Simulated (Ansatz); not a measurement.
The cell is COD entry 5000222, as deposited and not checked against the literature; nothing was relaxed. The listed cell was then made from it by scaling, straining or moving an atom.

CaF₂: DFT, PBE, PAW with Ansatz's default frozen-core files, scalar-relativistic (Ansatz 0.2.0). What sets it apart from a plain run of this crystal: equal xx and yy strain of +1 %.

Command: `ansatz run input.yaml --threads 1 --pin off --max-ram 4096MiB --backend cpu --events-out ev --progress --plain --runs-dir out` The run took 2.5 s on 1 thread of Intel(R) Xeon(R) Platinum 8375C CPU @ 2.90GHz (Ice Lake), with other jobs on the host, peak memory 0.38 GiB.

```yaml
crystal:
  lattice:
    - [0.0, 2.7585625, 2.73125]
    - [2.7585625, 0.0, 2.73125]
    - [2.7585625, 2.7585625, 0.0]
  atoms:
    - { symbol: Ca, position: [0.0, 0.0, 0.0] }
    - { symbol: F, position: [0.25, 0.25, 0.25] }
    - { symbol: F, position: [0.75, 0.75, 0.75] }
kpoints:
  mp_grid: { grid: [8, 8, 8] }
scf:
  occupations: { method: fermi_dirac, width: 0.02 }
hamiltonian:
  xc: pbe
  pseudopotentials: { kind: paw }
output:
  forces: true
  stress: true
  eigenvalues: true
  efg: { contact_densities: true }
```

Output (standing set-up lines are left out):

```
Crystal: 3 atoms, lattice volume = 41.568 Å³
Basis set: ecut = 420 eV, 853 PW (Γ), exchange–correlation on 54×54×54 points (8 copies of the dense FFT grid, shifted against one another)
Symmetry: 16 space group operations
Space group: I4/mmm (ITA 139), of the structure as read, at distance tolerance 3.5e-5 Å
k-points: 59 of 512
SCF iter   1: F=—  HF=-3439.809293 eV  |F-HF|=—  |Δ(HF+E_count)|=         —  Δρ=7.35e-4  dr2=1.23e-4  ethr=1.77e-3  ⟨swp⟩=7.2  Hψ=5933  notcnv=0
preconditioner: auto → none  [insulator: Δε(μ)=7.145 eV  Ē_g=18.319 eV  σ=0.020 eV  W_gap=1.00  n_scr=14 (ndim 8)  ℏωp=27.0 eV  f_vac=0.125  D(μ)=0.00/eV (n_scr^D=0)  ε∞_Penn≈3.2]
SCF iter   2: F=—  HF=-3439.809628 eV  |F-HF|=—  |Δ(HF+E_count)|=   3.35e-4  Δρ=9.75e-4  dr2=2.89e-4  ethr=5.12e-7  ⟨swp⟩=2.5  Hψ=2306  notcnv=0
SCF iter   3: F=—  HF=-3439.809585 eV  |F-HF|=—  |Δ(HF+E_count)|=   4.29e-5  Δρ=3.72e-4  dr2=4.54e-5  ethr=5.12e-7  ⟨swp⟩=2.0  Hψ=1298  notcnv=0
SCF iter   4: F=—  HF=-3439.809321 eV  |F-HF|=—  |Δ(HF+E_count)|=   2.64e-4  Δρ=5.00e-5  dr2=3.75e-7  ethr=1.89e-7  ⟨swp⟩=2.0  Hψ=1475  notcnv=0
SCF iter   5: F=—  HF=-3439.809323 eV  |F-HF|=—  |Δ(HF+E_count)|=   2.45e-6  Δρ=3.17e-5  dr2=3.10e-7  ethr=1.56e-9  ⟨swp⟩=2.0  Hψ=1652  notcnv=0
SCF iter   6: F=-3439.809323 eV  HF=-3439.809323 eV  |F-HF|=5.30e-8  |Δ(HF+E_count)|=   4.09e-8  Δρ=1.27e-5  dr2=6.15e-8  ethr=4.17e-10  ⟨swp⟩=2.6  Hψ=3229  notcnv=0
SCF 1 converged in 6 iterations: F = -3439.809323 eV  dr2 = 6.15e-8
  greatest PAW one-centre occupation: 0.995 electrons in one spin orbital (limit 2), on the Ca atom at site 0 (counted from 0), in its partial waves of l = 0
SCF converged after 6 iterations
Free energy (F): -3439.809323 eV
Harris-Foulkes:  -3439.809323 eV  (|F-HF|=5.30e-8)
Internal energy: -3439.809323 eV  (E = F + TS)
E sigma→0 (E₀):  -3439.809323 eV
Fermi energy:    6.748942 eV
--- Per-component energies (eV) ---
  E_band       = -191.383280
  E_kinetic    = 693.300223
  E_local      = -1805.071661  (includes V_loc(G=0)·N_el)
  E_nonlocal   = 210.037835
  E_hartree    = 642.738508
  E_xc         = -298.878026
  E_vxc        = -378.371057  (∫ρ·V_xc dr)
  E_paw        = -1259.490720  (= ΣΔE_a)
  E_vpaw       = -196.753454  (= ΣTr[D̂ρ^β])
  E_aug_tail   = 0.004089  (compensation charges beyond the density's cutoff)
  E_ewald      = -1622.449572
  E_smearing   = -0.000000  (= −TS)
  E_closure    = -0.000000  (closes the sum)
  Σ components = -3439.809323   (vs F -3439.809323, Δ=0.00e0)
--- Forces (eV/Å), atoms counted from 1 ---
  atom   1  Ca    -0.00000000     0.00000000     0.00000000
  atom   2  F     -0.00000000     0.00000000     0.00000000
  atom   3  F      0.00000000     0.00000000     0.00000000
  max |Σ_I F_I| component: 3.47e-18 eV/Å
--- Stress (GPa, compression-positive) ---
        0.137277       0.000000       0.000000
        0.000000       0.137277       0.000000
        0.000000      -0.000000       1.284644
  P = ⅓ Tr σ = 0.5197 GPa (5.197 kbar)
--- PAW observables at the nuclei: V_zz in 10²¹ V/m², potentials from the cell's mean, atoms counted from 1 ---
  atom   1  Ca V_zz =    +0.143647   η = 0.0000   by run symmetry: allowed
            electrostatic potential = -2213.711982 V   contact ρ = 41252.343711 e/Å³
  atom   2  F  V_zz =    -0.223497   η = 0.0000   by run symmetry: allowed
            electrostatic potential = -737.630459 V   contact ρ = 3126.522136 e/Å³
  atom   3  F  V_zz =    -0.223497   η = 0.0000   by run symmetry: allowed
            electrostatic potential = -737.630459 V   contact ρ = 3126.522136 e/Å³
--- Band table (eV; the first three rows and the last of 59) ---
  k-point 0: bands = ["-32.9970", "-16.7438", "-16.0057", "-13.9373", "-13.9337", "-13.9337", "1.0774", "1.1010", "1.1010", "2.8598", "2.8598", "2.9284", "10.3138", "12.1950", "12.2558", "14.1879"]
  k-point 1: bands = ["-32.9927", "-16.7821", "-16.0430", "-13.9416", "-13.9394", "-13.8685", "1.1528", "1.1677", "1.2161", "2.7002", "2.7921", "2.8410", "10.7087", "12.2301", "12.2818", "14.0533"]
  k-point 2: bands = ["-32.9823", "-16.8466", "-16.1643", "-13.9546", "-13.9534", "-13.7022", "1.3365", "1.3418", "1.5002", "2.3362", "2.6194", "2.6547", "11.6074", "12.3147", "12.3442", "13.8248"]
  k-point 58: bands = ["-32.9572", "-17.0466", "-16.3065", "-14.0303", "-14.0303", "-13.3052", "0.4973", "1.5160", "1.5160", "2.7698", "2.7698", "3.1712", "11.2054", "12.5823", "13.1064", "13.8771"]
```
